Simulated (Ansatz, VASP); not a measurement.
# ZnS: VASP beside Ansatz

Contents of INCAR:

```
SYSTEM = ZnS
PREC = Accurate ; ENCUT = 520
EDIFF = 1E-6 ; ISMEAR = 0
SIGMA = 0.05 ; LREAL = .False.
LASPH = .True. ; NELM = 60
ALGO = Normal ; ISIF = 2
LWAVE = .False. ; LCHARG = .False.
GGA = PS ; NBANDS = 16
```

KPOINTS

```
Automatic mesh
0
Gamma
  8 8 8
  0 0 0
```

POSCAR

```
ZnS
1.0
    0.0000000000      2.7134759347      2.7134759347
    2.7134759347      0.0000000000      2.7134759347
    2.7134759347      2.7134759347      0.0000000000
Zn S
1 1
Direct
    0.2500000000      0.2500000000      0.2500000000
    0.0000000000      0.0000000000      0.0000000000
```

Input for Ansatz:

```yaml
crystal:
  lattice:
    - [0.0, 2.7134759347, 2.7134759347]
    - [2.7134759347, 0.0, 2.7134759347]
    - [2.7134759347, 2.7134759347, 0.0]
  atoms:
    - { symbol: Zn, position: [0.25, 0.25, 0.25] }
    - { symbol: S, position: [0.0, 0.0, 0.0] }
basis:
  ecutwfc: 420
  ecutrho_ratio: 4
kpoints:
  mp_grid: { grid: [8, 8, 8] }
hamiltonian:
  xc: pbesol
scf:
  occupations: { method: gaussian, width: 0.05 }
output:
  forces: true
  stress: true
  eigenvalues: true
```

Alike in both runs: task single point; functional PBEsol; k mesh 8 × 8 × 8; occupations gaussian, width 0.05 eV; no spin polarisation.

|  | VASP | Ansatz |
| --- | --- | --- |
| version | VASP 6.6.1 | Ansatz 0.2.0 |
| potentials or method | VASP PAW PBE potentials, release 64 (Zn, S) | scalar-relativistic, plane waves, PAW |
| plane-wave cutoff (eV) | 520 | 420 |
| valence electrons in the cell | 18 | 18 |

```csv
,VASP,Ansatz,Ansatz less VASP
gap on the k mesh at the Fermi level (eV),1.92,1.92,-0.005
least direct gap on the mesh (eV),1.92,1.92,-0.005
pressure (GPa),-2.7,-2.8,-0.18
```

Caveats: the PAW data sets were made with another functional, which shifts forces and pressure a little (VASP). PBEsol gaps usually lie below the measured ones, often by a third to a half.
